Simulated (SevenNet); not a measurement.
Chalcopyrite CuInS₂

Level of theory: the machine-learned potential SevenNet-0 (trained on PBE and PBE+U data).

Cell (relaxed at this level):

```cif
data_Cu2In2S4
_chemical_formula_sum 'In2 Cu2 S4'
_space_group_name_H-M_alt 'P 1'
_space_group_IT_number 1
_cell_length_a 6.85598
_cell_length_b 6.85598
_cell_length_c 6.85598
_cell_angle_alpha 132.197
_cell_angle_beta 132.197
_cell_angle_gamma 69.918
loop_
_space_group_symop_operation_xyz
  'x, y, z'
loop_
_atom_site_label
_atom_site_type_symbol
_atom_site_fract_x
_atom_site_fract_y
_atom_site_fract_z
_atom_site_occupancy
In1 In 0.50000 0.50000 0.00000 1
In2 In 0.25000 0.75000 0.50000 1
Cu1 Cu 0.00000 0.00000 0.00000 1
Cu2 Cu 0.75000 0.25000 0.50000 1
S1 S 0.87500 0.90472 0.52972 1
S2 S 0.09528 0.62500 0.97028 1
S3 S 0.37500 0.34528 0.47028 1
S4 S 0.65472 0.12500 0.02972 1
```

```yaml
lattice_parameter_a: 5.556 Å
c axis length: 11.238 Å
```

Measured, for comparison: lattice constant a 5.523 Å, lattice parameter c 11.133 Å (298 K, not corrected to a static lattice; as tabulated in Abstract on Scilit: Piezoelectric nonlinear optic CuGaS2 and CuInS2 crystal …). Computed (rounded) less measured: lattice constant a +0.6 %, lattice parameter c +0.9 %.

A machine-learned potential is trained on density-functional data: it inherits that level's misses and adds fitting errors of its own.
